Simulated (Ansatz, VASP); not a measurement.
**One calculation of Zr, two programs**

Contents of INCAR:

```
PREC = Accurate ; ENCUT = 520
EDIFF = 1E-6 ; ISMEAR = 0
SIGMA = 0.1 ; LREAL = F
LASPH = T ; NELM = 100
ALGO = Fast ; ISIF = 2
LWAVE = F ; LCHARG = F
LDIPOL = T ; IDIPOL = 3
DIPOL = 0.5 0.5 0.270 ; GGA = PE
NBANDS = 38
```

Contents of KPOINTS:

```
Automatic mesh
0
Gamma
  6 6 1
```

The input POSCAR:

```
Zr
1.0
    5.0551939858      0.0000000000      0.0000000000
   -2.5275969929      4.3779264128      0.0000000000
    0.0000000000      0.0000000000     21.8720672789
Zr
5
Direct
    0.6666666667      0.3333333333      0.1828816613
    0.3333333333      0.6666666667      0.2300599704
    0.0000000000      0.0000000000      0.2702766909
    0.6666666667      0.3333333333      0.3062297178
    0.3333333333      0.6666666667      0.3599141855
```

Input for Ansatz:

```yaml
crystal:
  lattice:
    - [5.0551939858, 0.0, 0.0]
    - [-2.5275969929, 4.3779264128, 0.0]
    - [0.0, 0.0, 21.8720672789]
  atoms:
    - { symbol: Zr, position: [0.6666666667, 0.3333333333, 0.1828816613] }
    - { symbol: Zr, position: [0.3333333333, 0.6666666667, 0.2300599704] }
    - { symbol: Zr, position: [0.0, 0.0, 0.2702766909] }
    - { symbol: Zr, position: [0.6666666667, 0.3333333333, 0.3062297178] }
    - { symbol: Zr, position: [0.3333333333, 0.6666666667, 0.3599141855] }
basis:
  ecutwfc: 420
kpoints:
  mp_grid: { grid: [6, 6, 1] }
hamiltonian:
  xc: pbe
scf:
  occupations: { method: gaussian, width: 0.1 }
output:
  forces: true
  eigenvalues: true
efield:
  axis: 3
  dipole_correction: true
  ramp_width: 0.04
```

Alike in both runs: task single point; functional PBE; k mesh 6 × 6 × 1; occupations gaussian, width 0.1 eV; no spin polarisation.

|  | VASP | Ansatz |
| --- | --- | --- |
| version | VASP 6.6.1 | Ansatz 0.2.0 |
| potentials or method | VASP PAW PBE potentials, release 64 (Zr_sv) | scalar-relativistic, plane waves, PAW |
| plane-wave cutoff (eV) | 520 | 420 |
| valence electrons in the cell | 60 | 60 |

VASP gave:

```
gap on the k mesh at the Fermi level (eV)  : none
rms of the force components (eV/Å)         : 0.269
work function, face that differs most (eV) : 3.16
```

Problem. Estimate Ansatz's values.

Solution. gap on the k mesh at the Fermi level (eV): none; rms of the force components (eV/Å): 0.268; work function, face that differs most (eV): 3.17.

Atom by atom the forces differ by 0.004 eV/Å (rms over components). A gap of «none» marks a metal or a gap that the smearing closes. With one functional, cell and mesh, what is left measures potentials, basis and numerics.
